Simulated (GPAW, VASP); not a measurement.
Given: the input of a run of GPAW 26.7.0 (ASE script) on TePb. 

Contents of run.py:

```python
from ase import Atoms
from ase.dft.bandgap import bandgap
from ase.io import write
from ase.units import GPa
from gpaw import GPAW, PW, setup_paths

setup_paths.insert(0, '.')

atoms = Atoms(['Pb', 'Te'],
              cell=[[0.0, 3.231, 3.231],
                    [3.231, 0.0, 3.231],
                    [3.231, 3.231, 0.0]],
              scaled_positions=[[0.0, 0.0, 0.0],
                                [0.5, 0.5, 0.5]],
              pbc=True)

calc = GPAW(mode=PW(600),
            xc='PBEsol',
            kpts={'size': (7, 7, 7), 'gamma': True},
            occupations={'name': 'fermi-dirac', 'width': 0.05},
            nbands=19,
            convergence={'density': 1e-05, 'energy': 1e-05},
            maxiter=150,
            txt='gpaw.txt')
atoms.calc = calc
energy = atoms.get_potential_energy()
forces = atoms.get_forces()
stress = atoms.get_stress()
calc.write('gs.gpw')
write('result.traj', atoms)
print(f'Energy: {energy:.6f} eV')
print('Forces (eV/A):')
print(forces.round(4))
print('Stress (GPa):', (stress / GPa).round(3))
print('Fermi level:', round(calc.get_fermi_level(), 4), 'eV')
print(f'Gap: {bandgap(calc)[0]:.4f} eV, direct: {bandgap(calc, direct=True)[0]:.4f} eV')
```

Potentials or basis: PAW data sets generated in the run's folder for this functional, pw.

The run is started by

```console
$ gpaw-setup -f PBEsol Pb Te
$ OMP_NUM_THREADS=1 python run.py
```

Task: What does the same run look like in VASP 6.6.1? Potentials or basis there: PBE PAW files Pb_d, Te, 520 eV.

Result: As run (cutoffs and basis follow the program's own potentials, and thresholds, step limits or extra output files can differ):

File INCAR:

```
SYSTEM = TePb
PREC = Accurate
ENCUT = 520
EDIFF = 1E-7
ISMEAR = -1
SIGMA = 0.05
LREAL = .FALSE.
LASPH = .TRUE.
NELM = 100
ALGO = Normal
ISIF = 2
LWAVE = .FALSE.
LCHARG = .FALSE.
GGA = PS
NBANDS = 17
```

File KPOINTS:

```
regular mesh
0
G
  7 7 7
  0 0 0
```

Contents of POSCAR:

```
TePb
1.0
    0.0000000000      3.2310000000      3.2310000000
    3.2310000000      0.0000000000      3.2310000000
    3.2310000000      3.2310000000      0.0000000000
Pb Te
1 1
Direct
    0.0000000000      0.0000000000      0.0000000000
    0.5000000000      0.5000000000      0.5000000000
```

Potentials or basis: VASP PAW PBE potentials, release 64 (Pb_d, Te).

Run with:

```bash
$ cat potpaw_PBE.64/Pb_d/POTCAR potpaw_PBE.64/Te/POTCAR > POTCAR
$ mpirun -np 1 vasp_std > vasp.out
```

Both were run:

|  | GPAW | VASP |
| --- | --- | --- |
| Pressure | -0.7 GPa | -0.4 GPa |

VASP's potentials were made for PBE.

Pressure is positive in compression.
